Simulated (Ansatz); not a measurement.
BeO (wurtzite, P6_3mc), r²SCAN (plane waves, PAW; program Ansatz). The conduction-band minimum lies at Γ, with 1 equivalent valley. Second derivatives d²E/dk² of the lowest band at one valley (eV·Å²), along Cartesian directions:

```
direction  d²E/dk²
---------  -------
[100]        12.52
[010]        12.52
[001]        14.25
[110]        12.52
[101]        13.39
[011]        13.39
```

Task: Find the principal effective masses, the density-of-states mass and the conductivity mass.

Result: Off-diagonal terms follow from H_xy = H[110] − (H_xx + H_yy)/2, and m*/mₑ = 7.620 eV·Å² over each eigenvalue: 0.53, 0.61, 0.61. One valley's DOS mass (m₁m₂m₃)^(1/3) = 0.58, conductivity mass 3/(Σ 1/mᵢ) = 0.58 mₑ.

Task: What effective density of states Nc follows at 300 K for parabolic valleys?

Result: Nc = 2.509e19 × 1 × (0.58)^(3/2) ≈ 1.1e19 cm⁻³.

Task: With the computed static dielectric constant 6.95 (mean of the diagonal), estimate a hydrogenic donor's binding energy and radius.

Result: E = 13.606 eV × 0.58/6.95² ≈ 160 meV; a = 0.529 Å × ε/m* ≈ 6.3 Å. Semilocal masses tend to be too small where the gap is.

The cell was relaxed with r²SCAN under the symmetry of its start; phonons on a q-mesh show no instability.

Potentials: the later of the program's two PAW sets.
